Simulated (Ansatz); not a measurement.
I need a calculation of the elastic constants of BN, space group Fmm2. Use Ansatz's Python interface. Settings: LDA, PAW, cutoff 422 eV, 12×12×12 k-points, fixed occupations.

```xyz
2
Lattice="0.0000 3.4953 2.1661 1.2516 0.0000 2.1661 1.2516 3.4953 0.0000" Properties=species:S:1:pos:R:3 pbc="T T T"
B     1.2516    3.4953    0.0002
N     1.2516    3.4953    2.8881
```

`run_elastic.py`
```python
import warnings

import ansatz as az
import numpy as np

XC = "lda"
FILLING = "Fixed"
KGRID = (12, 12, 12)


def main() -> None:
    warnings.simplefilter("ignore", az.DeckWarning)

    structure = (
        az.Lattice.from_parameters(2.503264, 6.990632, 4.332182, alpha=90, beta=90, gamma=90)
        .space_group(42, hermann_mauguin="Fmm2")
        .atom("B", [0.5, 0.0, 0.500049])
        .atom("N", [0.5, 0.0, 1 / 6])
        .primitive()
    )

    job = (
        structure.calculation()
        .functional(XC)
        .basis(31 * az.Ry)
        .occupations(FILLING)
        .kpoints(*KGRID)
    )
    result = job.elastic("relaxed_ion", amplitude=0.005).run(threads=1, backend="cpu")
    elastic = result.elastic

    C = np.asarray(elastic.c_gpa)
    for i in range(6):
        for j in range(i, 6):
            if abs(C[i, j]) > 0.05:
                print(f"C{i + 1}{j + 1} = {C[i, j]:.1f} GPa")
    print("smallest eigenvalue of C:", round(elastic.stability.min_eigenvalue_gpa, 1), "GPa; tensor positive definite:", elastic.stability.min_eigenvalue_gpa > 0)
    if elastic.stability.min_eigenvalue_gpa > 0:
        m = elastic.moduli
        print(f"K = {m.k_hill_gpa:.1f}, G = {m.g_hill_gpa:.1f}, E = {m.youngs_gpa:.1f} GPa, Poisson ratio {m.poisson:.3f}, K/G = {m.k_hill_gpa / m.g_hill_gpa:.2f}")


if __name__ == "__main__":
    main()
```

```console
$ python run_elastic.py
C11 = 825.4 GPa
C12 = -2.7 GPa
C13 = 184.2 GPa
C22 = 8.9 GPa
C23 = -3.6 GPa
C33 = 828.6 GPa
C44 = 0.4 GPa
C55 = 321.4 GPa
C66 = 8.1 GPa
smallest eigenvalue of C: 0.4 GPa; tensor positive definite: True
K = 116.5, G = 83.4, E = 202.0 GPa, Poisson ratio 0.211, K/G = 1.40
```

Caveats:
- With fixed filling the reported Fermi level is the top filled level among the k-points of the SCF.
- A positive definite tensor excludes instabilities under uniform strain alone; phonons elsewhere in the zone can still be imaginary.
- The cell stands under an uneven stress, so these stress-strain coefficients aren't symmetric, and eigenvalues smaller than that stress decide nothing.
- This cell is a computed structure, which may not be the phase found in nature.
- The constants belong to the cell that was strained; where it wasn't relaxed first it may be under stress.
- Wall time of the script: 5.6 min on 1 thread of Intel(R) Xeon(R) Processor @ 2.30GHz, with other jobs on the host, peak memory 0.61 GiB.
